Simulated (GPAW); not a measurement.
Input of a GPAW 26.7.0 run:

The input run.py:

```python
import numpy as np
from ase import Atoms
from ase.dft.bandgap import bandgap
from ase.io import write
from gpaw import GPAW, PW
from gpaw.response.df import DielectricFunction

atoms = Atoms(['Al'],
              cell=[[0.0, 2.0382146954, 2.0382146954],
                    [2.0382146954, 0.0, 2.0382146954],
                    [2.0382146954, 2.0382146954, 0.0]],
              scaled_positions=[[0.0, 0.0, 0.0]],
              pbc=True)

calc = GPAW(mode=PW(500),
            xc='PBE',
            kpts={'size': (9, 9, 9), 'gamma': True},
            occupations={'name': 'fermi-dirac', 'width': 0.05},
            nbands=7,
            convergence={'density': 1e-06},
            maxiter=150,
            txt='gpaw.txt')
atoms.calc = calc
energy = atoms.get_potential_energy()
calc.write('gs.gpw')
write('result.traj', atoms)
print(f'Energy: {energy:.6f} eV')
print('Fermi level:', round(calc.get_fermi_level(), 4), 'eV')
print(f'Gap: {bandgap(calc)[0]:.4f} eV, direct: {bandgap(calc, direct=True)[0]:.4f} eV')

dense = calc.fixed_density(kpts={'size': (28, 28, 28), 'gamma': True},
                           nbands=24, convergence={'bands': 18, 'eigenstates': 1e-7},
                           update_fermi_level=True, txt='dense.txt')
dense.write('dense.gpw', mode='all')

df = DielectricFunction('dense.gpw', frequencies={'type': 'nonlinear', 'domega0': 0.05, 'omega2': 10},
                        eta=0.2, ecut=50, nbands=18, txt='df.txt')
for i, q_c in enumerate([[0.0, 0.0, 0.1071428571], [0.0, 0.0, 0.5]]):
    eels0, eels = df.get_eels_spectrum(xc='RPA', q_c=q_c, filename=f'eels_{i}.csv')
    q = np.linalg.norm(2 * np.pi * np.array(q_c) @ atoms.cell.reciprocal())
    w = df.get_frequencies()
    print(f'|q| = {q:.4f} 1/A: loss peak at {w[eels[w < 45].argmax()]:.3f} eV (below 45 eV)')
```

Potentials or basis: GPAW PAW data sets (gpaw-data 1.2.1), pw.

Launch:

```bash
$ OMP_NUM_THREADS=1 python run.py
```

Problem. Estimate the band gap on the k mesh.

Solution. None (metal or under the smearing width).

Caveat: the highest transitions drop out of the frequency grid.
